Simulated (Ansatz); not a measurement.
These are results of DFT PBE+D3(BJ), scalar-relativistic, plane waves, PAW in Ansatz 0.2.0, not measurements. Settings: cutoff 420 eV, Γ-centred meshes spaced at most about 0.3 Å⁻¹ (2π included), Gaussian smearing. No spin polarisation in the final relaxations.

These are static total energies at zero pressure.

Two forms of SiO2 were relaxed alike.

A.

```xyz
3
Lattice="1.3428 0.7752 4.9005 -1.3428 0.7752 4.9005 0.0000 -1.5505 4.9005" Properties=species:S:1:pos:R:3 pbc="T T T"
Si    0.0000    0.0000    0.0000
O     0.0000    0.0000    5.8170
O     0.0000    0.0000    8.8846
```

B.

```xyz
6
Lattice="2.6870 0.0000 0.0000 -1.3435 2.3270 0.0000 0.0000 0.0000 9.1713" Properties=species:S:1:pos:R:3 pbc="T T T"
Si    0.0000    1.5513    0.9273
Si    1.3435    0.7757    5.5130
O     0.0000    0.0000    1.8422
O     1.3435    0.7757    0.0119
O     0.0000    0.0000    6.4279
O     0.0000    1.5513    4.5975
```

Task: Which is lower in energy, and by how much?

Result: B is lower, by 10 meV/atom. A has space group R-3m (No. 166), 10.2 Å³/atom and a gap of 6.21 eV on its mesh; B has space group P6_3mc (No. 186), 9.6 Å³/atom and a gap of 6.16 eV. In A, Si has 6 O at 1.80 Å; O is surrounded by 3 Si at 1.80 Å. In B, Si has 6 O at 1.80 Å; around O on its first site lie 3 Si at 1.80 Å; around O on its second site lie 3 Si at 1.80 Å. Both come from invented guesses. The part of the Crystallography Open Database at hand lists SiO2 in space groups No. 1, 3, 5, 6, 7 and others; no cell shown has one of them.

Kohn–Sham gaps at this level usually fall short of measured ones. With atoms moved at random, P6_3mc came back. Other cells relaxed within their symmetry can be saddle points; a later kick test found a lower structure for SiO2 R-3m.
